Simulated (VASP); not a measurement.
# SrCl7 (Fm-3m) in VASP: further runs

One crystal, SrCl7, is run at these levels: PBE; tasks: single point.

All numbers are computed with VASP 6.6.1; they aren't measurements. Logs are shortened: lines on timing, memory, paths and dates and some standing lists are left out, and cuts for length are marked.

### 1 The cell of the first run

It takes space group Fm-3m (No. 225, cubic). The conventional cell has a = 9.050 Å, b = 9.050 Å, c = 9.050 Å, α = 90.00°, β = 90.00°, γ = 90.00°. Around Sr (site symmetry m-3m) lie 12 Cl at 3.20 Å. Around Cl (site symmetry mmm) lie 2 Sr at 3.20 Å and 10 Cl at 3.20 Å. Cl (site symmetry m-3m) is surrounded by 12 Cl at 3.20 Å.

The cell was built by a generator and needn't be a form met in nature.

### 2 Single point, PBE (species swapped into the CePd7 type (Fm-3m, No. 225))

INCAR reads:

```
SYSTEM = SrCl7
PREC = Accurate
ENCUT = 520
EDIFF = 1E-6
ISMEAR = 0
SIGMA = 0.1
LREAL = .False.
LASPH = .True.
NELM = 80
ALGO = Fast
ISIF = 2
LWAVE = .False.
LCHARG = .True.
GGA = PE
LELF = .True.
LVHAR = .True.
NBANDS = 40
```

KPOINTS reads:

```
Automatic mesh
0
Gamma
  8 8 8
  0 0 0
```

POSCAR reads:

```
SrCl7
1.0
    0.0000000000      4.5247807188      4.5247807188
    4.5247807188      0.0000000000      4.5247807188
    4.5247807188      4.5247807188      0.0000000000
Sr Cl
1 7
Direct
    0.0000000000      0.0000000000      0.0000000000
    0.5000000000      0.0000000000      0.0000000000
    0.0000000000      0.5000000000      0.5000000000
    0.0000000000      0.5000000000      0.0000000000
    0.5000000000      0.0000000000      0.5000000000
    0.0000000000      0.0000000000      0.5000000000
    0.5000000000      0.5000000000      0.0000000000
    0.5000000000      0.5000000000      0.5000000000
```

Potentials or basis: VASP PAW PBE potentials, release 64 (Sr_sv, Cl).

Command:

```console
cat potpaw_PBE.64/Sr_sv/POTCAR potpaw_PBE.64/Cl/POTCAR > POTCAR
mpirun -np 1 vasp_std > vasp.out
```

OUTCAR:

```text
SYSTEM = SrCl7
   PREC = Accurate
   ENCUT = 520
   EDIFF = 1E-6
   ISMEAR = 0
   LREAL = .False.
   LASPH = .True.
   NELM = 80
   ISIF = 2
   GGA = PE

 ion  position               nearest neighbor table
   1  0.000  0.000  0.000-   2 3.20   4 3.20   6 3.20   3 3.20   5 3.20   6 3.20   3 3.20   4 3.20
                             7 3.20   2 3.20   5 3.20   7 3.20
   2  0.500  0.000  0.000-   1 3.20   1 3.20
   3  0.000  0.500  0.500-   1 3.20   1 3.20
   4  0.000  0.500  0.000-   1 3.20   1 3.20
   5  0.500  0.000  0.500-   1 3.20   1 3.20
   6  0.000  0.000  0.500-   1 3.20   1 3.20
   7  0.500  0.500  0.000-   1 3.20   1 3.20
   8  0.500  0.500  0.500-

  LATTYP: Found a face centered cubic cell.
 ALAT       =     9.0495614376

  Lattice vectors:

 A1 = (   0.0000000000,   4.5247807188,   4.5247807188)
 A2 = (   4.5247807188,   0.0000000000,   4.5247807188)
 A3 = (   4.5247807188,   4.5247807188,   0.0000000000)

Analysis of symmetry for initial positions (statically):
=====================================================================
 Subroutine PRICEL returns:
 Original cell was already a primitive cell.

 Routine SETGRP: Setting up the symmetry group for a
 face centered cubic supercell.

 Subroutine GETGRP returns: Found 48 space group operations
 (whereof 48 operations were pure point group operations)
 out of a pool of 48 trial point group operations.

The static configuration has the point symmetry O_h .

Analysis of symmetry for dynamics (positions and initial velocities):
=====================================================================
 Subroutine PRICEL returns:
 Original cell was already a primitive cell.

 Routine SETGRP: Setting up the symmetry group for a
 face centered cubic supercell.

 Subroutine GETGRP returns: Found 48 space group operations
 (whereof 48 operations were pure point group operations)
 out of a pool of 48 trial point group operations.

The dynamic configuration has the point symmetry O_h .

 Subroutine INISYM returns: Found 48 space group operations
 (whereof 48 operations are pure point group operations),
 and found     1 'primitive' translations

----------------------------------------------------------------------------------------

                                     Primitive cell

  volume of cell :     185.2775

  direct lattice vectors                    reciprocal lattice vectors
     0.000000000  4.524780719  4.524780719    -0.110502593  0.110502593  0.110502593
     4.524780719  0.000000000  4.524780719     0.110502593 -0.110502593  0.110502593
     4.524780719  4.524780719  0.000000000     0.110502593  0.110502593 -0.110502593

  length of vectors
     6.399006259  6.399006259  6.399006259     0.191396105  0.191396105  0.191396105

  position of ions in fractional coordinates (direct lattice)
     0.000000000  0.000000000  0.000000000
     0.500000000  0.000000000  0.000000000
     0.000000000  0.500000000  0.500000000
     0.000000000  0.500000000  0.000000000
     0.500000000  0.000000000  0.500000000
     0.000000000  0.000000000  0.500000000
     0.500000000  0.500000000  0.000000000
     0.500000000  0.500000000  0.500000000

  ion indices of the primitive-cell ions
   primitive index   ion index
                 1           1
                 2           2
                 3           3
                 4           4
                 5           5
                 6           6
                 7           7
                 8           8

----------------------------------------------------------------------------------------

 KPOINTS: Automatic mesh

Automatic generation of k-mesh.
 Grid dimensions read from file:
 generate k-points for:    8    8    8

 Generating k-lattice:

  Cartesian coordinates                     Fractional coordinates (reciprocal lattice)
    -0.013812824  0.013812824  0.013812824     0.125000000  0.000000000  0.000000000
     0.013812824 -0.013812824  0.013812824     0.000000000  0.125000000  0.000000000
     0.013812824  0.013812824 -0.013812824     0.000000000  0.000000000  0.125000000

  Length of vectors
     0.023924513  0.023924513  0.023924513

  Shift w.r.t. Gamma in fractional coordinates (k-lattice)
     0.000000000  0.000000000  0.000000000

 Subroutine IBZKPT returns following result:
 ===========================================

 Found     29 irreducible k-points:

 Following reciprocal coordinates:
            Coordinates               Weight
  0.000000  0.000000  0.000000      1.000000
  0.125000  0.000000  0.000000      8.000000
  0.250000  0.000000  0.000000      8.000000
  0.375000  0.000000  0.000000      8.000000
  0.500000  0.000000  0.000000      4.000000
  0.125000  0.125000  0.000000      6.000000
[... 16 lines left out ...]
  0.500000  0.250000  0.125000     48.000000
 -0.375000  0.250000  0.125000     24.000000
 [... further k-points ...]
   k-points           NKPTS =     29   k-points in BZ     NKDIM =     29   number of bands    NBANDS=     40
   number of dos      NEDOS =    301   number of ions     NIONS =      8
   total plane-waves  NPLWV = 110592
   dimension x,y,z NGX =    48 NGY =   48 NGZ =   48
   dimension x,y,z NGXF=    96 NGYF=   96 NGZF=   96
   ions per type =               1   7
   NGX,Y,Z   is equivalent  to a cutoff of  12.47, 12.47, 12.47 a.u.
   NGXF,Y,Z  is equivalent  to a cutoff of  24.94, 24.94, 24.94 a.u.
 SYSTEM =  SrCl7
   PREC   = accura    normal or accurate (medium, high low for compatibility)
   ISTART =      0    job   : 0-new  1-cont  2-samecut
   ICHARG =      2    charge: 1-file 2-atom 10-const
   ISPIN  =      1    spin polarized calculation?
   LNONCOLLINEAR =      F non collinear calculations
   LSORBIT =      F    spin-orbit coupling
   LASPH  =      T    aspherical Exc in radial PAW
   ENCUT  =  520.0 eV  38.22 Ry    6.18 a.u.  11.90 11.90 11.90*2*pi/ulx,y,z
   NELM   =     80;   NELMIN=  2; NELMDL= -5     # of ELM steps
   EDIFF  = 0.1E-05   stopping-criterion for ELM
   LREAL  =      F    real-space projection
   EDIFFG = 0.1E-04   stopping-criterion for IOM
   NSW    =      0    number of steps for IOM
   IBRION =     -1    ionic relax: 0-MD 1-quasi-New 2-CG
   NFREE  =      0    steps in history (QN), initial steepest desc. (CG)
   ISIF   =      2    stress and relaxation
   ISYM   =      2    0-nonsym 1-usesym 2-fastsym
   POTIM  = 0.5000    time-step for ionic-motion
   TEBEG  =    0.0;   TEEND  =   0.0 temperature during run
   PSTRESS=    0.0 pullay stress
   NELECT =      59.0000    total number of electrons
   NUPDOWN=      -1.0000    fix difference up-down
   EMIN   =  10.00;   EMAX   =-10.00  energy-range for DOS
   EFERMI =   0.00;   METHOD = LEGACY
   ISMEAR =     0;   SIGMA  =   0.10  broadening in eV -4-tet -1-fermi 0-gaus
   EFERMI_NEDOS =   21; number of points for ismear=-14 and -15
   IALGO  =     68    algorithm
   IMIX   =      4    mixing-type and parameters
     AMIX     =   0.40;   BMIX     =  1.00
     AMIX_MAG =   1.60;   BMIX_MAG =  1.00
  volume/ion in A,a.u.               =      23.16       156.29
  Fermi-wavevector in a.u.,A,eV,Ry     =   1.117939  2.112598 17.004382  1.249787
  Thomas-Fermi vector in A             =   2.254566
   LORBIT       =      0    0 simple, 1 ext, 2 COOP (PROOUT), +10 PAW based schemes
   GGA     = PE    functional components
   LHFCALC =     F    Hartree Fock is set to
   AEXX    =    0.0000 exact exchange contribution
   IVDW    =     0    specifies the selected vdW correction
   LEPSILON=     F    determine dielectric tensor
   LRPA    =     F    only Hartree local field effects (RPA)
 non-spin polarized calculation
 RMM-DIIS sequential band-by-band and
 Gauss-broadening in eV      SIGMA  =   0.10
  energy-cutoff  :      520.00
  volume of cell :      185.28
 maximum number of plane-waves:      5029
   NGX = 23   NGY = 23   NGZ = 23

 number of electron      58.9999985 magnetization

 Free energy of the ion-electron system (eV)
  ---------------------------------------------------
  ext. energy  EPLUGINS =         0.00000000
  ---------------------------------------------------
  free energy    TOTEN  =       -16.92473627 eV

  energy without entropy =      -16.84724927  energy(sigma->0) =      -16.88599277

 E-fermi :   1.3999     XC(G=0):  -9.2481

 val. band max:        1.3962070186   @ k =  -0.2500   0.2500   0.0000
 cond. band min:       1.4050179793   @ k =   0.5000   0.5000   0.0000
 fundamental gap:      0.0088109607
 Fermi energy:         1.3998573297

 k-point     1 :       0.0000    0.0000    0.0000
  band No.  band energies     occupation
      1     -32.4037      2.00000
      2     -14.3819      2.00000
      3     -14.3819      2.00000
      4     -14.3819      2.00000
      5     -13.2811      2.00000
      6     -12.0924      2.00000
[... 32 lines left out ...]
     39       9.7865      0.00000
     40      10.8910      0.00000

 k-point     2 :       0.1250    0.0000    0.0000
  band No.  band energies     occupation
      1     -32.4036      2.00000
      2     -14.3999      2.00000
      3     -14.3849      2.00000
      4     -14.3849      2.00000
      5     -13.2290      2.00000
      6     -12.1273      2.00000
[... 32 lines left out ...]
     39       9.9638      0.00000
     40      11.1071      0.00000

 k-point     3 :       0.2500    0.0000    0.0000
  band No.  band energies     occupation
      1     -32.4036      2.00000
      2     -14.4395      2.00000
      3     -14.3920      2.00000
      4     -14.3920      2.00000
      5     -13.0881      2.00000
      6     -12.2434      2.00000
[... 853 lines left out ...]
  band No.  band energies     occupation
      1     -32.4035      2.00000
      2     -14.4684      2.00000
      3     -14.4246      2.00000
      4     -14.4071      2.00000
      5     -12.7906      2.00000
      6     -12.3577      2.00000
[... 32 lines left out ...]
     39      10.9540      0.00000
     40      11.4710      0.00000

 k-point    24 :      -0.3750    0.2500    0.1250
  band No.  band energies     occupation
      1     -32.4035      2.00000
      2     -14.4756      2.00000
      3     -14.4292      2.00000
      4     -14.4108      2.00000
      5     -12.6158      2.00000
      6     -12.5301      2.00000
[... 32 lines left out ...]
     39      10.6585      0.00000
     40      11.0482      0.00000

 [... further k-points ...]

------------------------ aborting loop because EDIFF is reached ----------------------------------------

  FORCE on cell =-STRESS in cart. coord.  units (eV):
  Direction    XX          YY          ZZ          XY          YZ          ZX
  --------------------------------------------------------------------------------------
  -------------------------------------------------------------------------------------
  Total       -0.0569130     -0.0569130     -0.0569130     -0.0000000     -0.0000000     -0.0000000
  in kB       -0.4921524     -0.4921524     -0.4921524     -0.0000000     -0.0000000     -0.0000000
  external PRESSURE =      -0.4921524 kB  Pullay stress =       0.0000000 kB

 VOLUME and BASIS-vectors are now :
 -----------------------------------------------------------------------------
  energy-cutoff  :      520.00
  volume of cell :      185.28
      direct lattice vectors                 reciprocal lattice vectors
     0.000000000  4.524780719  4.524780719    -0.110502593  0.110502593  0.110502593
     4.524780719  0.000000000  4.524780719     0.110502593 -0.110502593  0.110502593
     4.524780719  4.524780719  0.000000000     0.110502593  0.110502593 -0.110502593

 POSITION                                       TOTAL-FORCE (eV/Angst)
 -----------------------------------------------------------------------------------
      0.00000      0.00000      0.00000         0.000000      0.000000     -0.000000
      0.00000      2.26239      2.26239         0.000000     -0.000000     -0.000000
      4.52478      2.26239      2.26239        -0.000000     -0.000000      0.000000
      2.26239      0.00000      2.26239         0.000000      0.000000     -0.000000
      2.26239      4.52478      2.26239         0.000000     -0.000000     -0.000000
      2.26239      2.26239      0.00000        -0.000000      0.000000      0.000000
      2.26239      2.26239      4.52478         0.000000      0.000000     -0.000000
      4.52478      4.52478      4.52478        -0.000000     -0.000000     -0.000000
 -----------------------------------------------------------------------------------
    total drift:                                0.000000      0.000000      0.000000

  FREE ENERGIE OF THE ION-ELECTRON SYSTEM (eV)
  ---------------------------------------------------
  free  energy   TOTEN  =       -16.9247362721 eV

  energy  without entropy=      -16.8472492658  energy(sigma->0) =      -16.88599277
```

It took 4.2 min on 1 thread of Intel Xeon 6975P-C (Granite Rapids), shared host; peak memory 0.38 GiB.

Results:

| Item | Value |
| --- | --- |
| Free energy | -16.9247 eV |
| Pressure | 0.0 GPa |
| Band gap on the k mesh | none (metal or under the smearing width) |

Caveat: an odd number of electrons without spin polarisation forces a metal; a magnetic or distorted state may lie lower.

(Part 1 of 2 ends here.)
